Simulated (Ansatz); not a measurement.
# AlNi: the cost of one run

Program: Ansatz 0.2.0. Level of theory: DFT PBE, scalar-relativistic, plane waves, PAW. These are calculated values, not measurements.

2 further runs of the same task are left out: 1 that didn't finish, 1 set aside as unsound or not needed. Runs told in other sessions of the task aren't counted.

## 1. The structure to begin with

It takes space group Pm-3m (No. 221, cubic). The conventional cell has a = 2.893 Å, b = 2.893 Å, c = 2.893 Å, α = 90.00°, β = 90.00°, γ = 90.00°. Al (site symmetry m-3m) is surrounded by 8 Ni at 2.51 Å. Ni (site symmetry m-3m) is surrounded by 8 Al at 2.51 Å.

Coordinates:

```xyz
2
Lattice="2.8931 0.0000 0.0000 0.0000 2.8931 0.0000 0.0000 0.0000 2.8931" Properties=species:S:1:pos:R:3 pbc="T T T"
Al    0.0000    0.0000    0.0000
Ni    1.4465    1.4465    1.4465
```

This cell was relaxed beforehand with the same method: volume 12.11 Å³/atom, gap on the mesh none (metal).

Its energy, with the smearing taken to zero, is -6378.5289 eV for the 2-atom cell on a 14×14×14 mesh; differences below count from it.

## 2. Next cell: Al and Ni exchanged on 2 pairs of sites drawn at random in a supercell of the crystal

In a supercell of the relaxed crystal with 16 atoms, 2 Al and as many Ni trade places (25 % of the Al sites); all atoms are shaken by 0.02 Å.

The cell holds 8 Al, 8 Ni: a = 5.786 Å, b = 6.469 Å, c = 6.469 Å, α = 78.46°, β = 63.43°, γ = 63.43°.

## 3. Relaxation without symmetry, coarse mesh

A cheap relaxation: coarse mesh, no symmetry, loose thresholds.

The input, input.yaml:

```yaml
crystal:
  lattice:
    - [5.7861670593, 0.0, 0.0]
    - [2.8930835297, 0.0, -5.7861670593]
    - [2.8930835297, 5.7861670593, 0.0]
  atoms:
    - { symbol: Al, position: [0.9985118388, 0.5024245081, 0.504842213] }
    - { symbol: Al, position: [0.2495353108, 0.996098075, 0.5034937234] }
    - { symbol: Al, position: [0.4980149549, 0.4975534503, 0.5029882925] }
    - { symbol: Al, position: [0.0043328432, 0.9958649561, 0.9989802888] }
    - { symbol: Al, position: [0.2461957844, 0.5022628654, 0.9979079685] }
    - { symbol: Ni, position: [0.7416323706, 0.0010600139, 0.4993669431] }
    - { symbol: Ni, position: [0.5068455801, 0.9944075867, 0.9986896256] }
    - { symbol: Al, position: [0.7396303494, 0.5077994214, 0.0057151852] }
    - { symbol: Ni, position: [0.253604261, 0.7428571273, 0.2478802649] }
    - { symbol: Al, position: [0.4929106175, 0.2519289981, 0.2503928815] }
    - { symbol: Al, position: [0.7517509123, 0.7611204201, 0.2459992626] }
    - { symbol: Ni, position: [0.2472188261, 0.2516579633, 0.7500544811] }
    - { symbol: Ni, position: [0.499832472, 0.7540636754, 0.7558915397] }
    - { symbol: Ni, position: [0.0002016682, 0.2484377232, 0.2530831506] }
    - { symbol: Ni, position: [0.746179146, 0.2517667411, 0.7536436617] }
    - { symbol: Ni, position: [0.99983635, 0.7451705973, 0.7550761706] }
  symmetry: { detect: false }
basis:
  ecutwfc: 420
kpoints:
  mp_grid: { grid: [3, 2, 2], shift: [0.0, 0.5, 0.5] }
hamiltonian:
  xc: pbe
scf:
  occupations: { method: gaussian, width: 0.1 }
  lower_state_search: "off"
output:
  forces: true
  stress: true
  eigenvalues: true
relax:
  adjacent_minimum: "off"
  f_tol: 0.04
  max_steps: 50
  cell: { stress_tol: 0.3 }
```

Run with:

```bash
$ ansatz run input.yaml --threads 4 --pin off --max-ram 9216MiB --backend cpu --events-out ev --progress --plain --runs-dir out
```

Q: Estimate wall time and peak memory on 4 threads of Arm Neoverse V2, shared host.

About 75 s, with a peak of 0.68 GiB.
